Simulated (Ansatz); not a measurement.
# Converging the k-point mesh at a smearing width of 0.05 eV: InN (R3m, 2 atoms in the cell)

```xyz
2
Lattice="0.0000 2.4775 2.4775 2.4775 0.0000 2.4775 2.4775 2.4775 0.0000" Properties=species:S:1:pos:R:3 pbc="T T T"
In     0.0289     0.0289     0.0289
N      1.2388     1.2388     1.2388
```

Level of theory: LDA (PW92), default PAW files made with PBE (plane waves; Ansatz, a program for electronic structure).

Base settings: basis.ecutwfc = 420 eV; kpoints.mp_grid.grid = 9 9 9; hamiltonian.xc = lda; hamiltonian.pseudopotentials = {kind: paw} (the program's default PAW files); scf.occupations.method = fermi_dirac; scf.occupations.width = 0.02 eV.

In this ladder: scf.occupations.width = 0.05 eV.

The second cell is the first with its lattice scaled by 0.98.

Only quantities that move along the ladder and can be compared are tabulated.

The count of work is k-points × plane waves × bands × iterations; it is no time. 

The starting cell has typed, rounded lattice constants, without a prior relaxation at this level. Its lattice was rescaled by up to half a per cent. One atom was moved a little off its site on purpose. Ansatz's pressure includes its estimate of the finite-basis (Pulay) stress. The run gives no clean gap (levels at the Fermi energy touch, overlap or are partly filled at this smearing), which alone does not show that the compound is a metal.

| kpoints.mp_grid.grid | free energy less the last step's (meV/atom) | energy of the compressed cell less the first (meV/atom) | pressure (GPa) | count of work / last |
|---|---|---|---|---|
| 4 4 4 | 29.10 | 21.74 | -0.80 | 0.0071 |
| 5 5 5 | 8.36 | 20.30 | -0.99 | 0.010 |
| 6 6 6 | 2.78 | 20.19 | -1.05 | 0.017 |
| 7 7 7 | 1.15 | 19.81 | -1.08 | 0.024 |
| 9 9 9 | 0.18 | 19.83 | -1.09 | 0.046 |
| 10 10 10 | 0.05 | 19.81 | -1.09 | 0.063 |
| 13 13 13 | 0.00 | 19.76 | -1.10 | 0.13 |
| 18 18 18 | -0.01 | 19.78 | -1.10 | 0.32 |
| 22 22 22 | 0.00 | 19.76 | -1.10 | 0.56 |
| 27 27 27 | 0.00 | 19.78 | -1.10 | 1.0 |

Coarsest kpoints.mp_grid.grid that holds the energy of the compressed cell less the first within 1 meV/atom of the last step, with all finer ones: 5 5 5, at 0.010 of the last step's count of work; the step before is off by 2.0 meV/atom.

Coarsest kpoints.mp_grid.grid that holds the pressure within 0.2 GPa of the last step, with all finer ones: 5 5 5, at 0.010 of the last step's count of work; the step before is off by 0.31 GPa.

Coarsest kpoints.mp_grid.grid that holds the free energy within 2 meV/atom of the last step, with all finer ones: 7 7 7, at 0.024 of the last step's count of work; the step before is off by 2.8 meV/atom.

The energy difference between the two cells stays within 1 meV/atom of the last step's from 5 5 5 on, the total only from 9 9 9 on: much of the error is common to both cells and cancels.

Keys are those of Ansatz 0.2.
